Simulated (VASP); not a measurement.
Crystal: GaN.

```
Ga N
1.0
     3.18000    0.00000    0.00000
    -1.59000    2.75396    0.00000
     0.00000    0.00000    5.16600
Ga N
2 2
Cartesian
  0.0000 1.8360 0.0000
  1.5900 0.9180 2.5830
  0.0000 1.8360 1.9373
  1.5900 0.9180 4.5203
```

Base run:

* Program: VASP 6.6.1
* Functional: PBEsol
* Potentials or basis: VASP PAW PBE potentials, release 64 (Ga_d, N)
* Cutoff: 600 eV
* k mesh: 8 × 8 × 5
* Occupations: fermi-dirac, width 0.02 eV
* Spin: no spin polarisation

Its results: band gap on the k mesh 1.93 eV, direct; pressure 0.6 GPa; largest force 0.131 eV/Å.

**Question.** After a change of settings the same cell gave: band gap on the k mesh 1.97 eV, direct; pressure 7.4 GPa; largest force 0.135 eV/Å. Which change was it?
A. functional from PBEsol to PBE; cutoff from 600 eV to 520 eV
B. cutoff from 600 eV to 700 eV
C. functional from PBEsol to r2SCAN; cutoff from 600 eV to 520 eV; further incar settings from ALGO = Fast; EDIFF = 1e-07 to ALGO = Normal; EDIFF = 1e-07
D. cutoff from 600 eV to 520 eV; k mesh from 8 × 8 × 5 to 12 × 12 × 7

**Answer.** A.

PBE binds less tightly than PBEsol, so the same cell stands under more pressure.

Caveats: an odd mesh through Γ misses points on the zone boundary, where band edges often lie; the PAW data sets were made with another functional, which shifts forces and pressure a little (some runs).

Not every run made on this cell is shown here.
